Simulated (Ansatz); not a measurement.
BeO:
Space group P6₃mc (No. 186); a = 2.6928 Å, b = 2.6928 Å, c = 4.3726 Å, α = 90.00°, β = 90.00°, γ = 120.00°

```
atom  site  symmetry       x       y       z
----  ----  --------  ------  ------  ------
Be      2b       3m.  0.6667  0.3333  0.4999
O       2b       3m.  0.3333  0.6667  0.3776
```

Relaxed with PBEsol.

### Question
Give the optical modes at the zone centre with their infrared activity from DFPT, plane-wave PAW PBEsol (Ansatz code).

### Answer
Transverse frequencies, without the LO–TO term; a row sums one degenerate level.

| ω (cm⁻¹) | degeneracy | IR ((D/Å)²/amu) | activity | symmetry |
|---|---|---|---|---|
| 324 | 2 | 0.00 | IR-inactive | E2 |
| 691 | 1 | 27.35 | IR | A1 |
| 694 | 2 | 0.00 | IR-inactive | E2 |
| 705 | 1 | 0.00 | IR-inactive | B1 |
| 731 | 2 | 51.08 | IR | E1 |
| 871 | 1 | 0.00 | IR-inactive | B1 |

### Question
How high does the top mode go among those that the LO–TO term moves?

### Answer
1083 cm⁻¹ for q along x, 1083 cm⁻¹ for q along y, 1071 cm⁻¹ for q along z.

Space group P6_3mc (wurtzite). The cell was relaxed with PBEsol under the symmetry of its start.

Potentials: the earlier of the program's two PAW sets. The files were generated under PBE; for other functionals the program regenerates the frozen cores, and for LDA and PBEsol the local potential too.
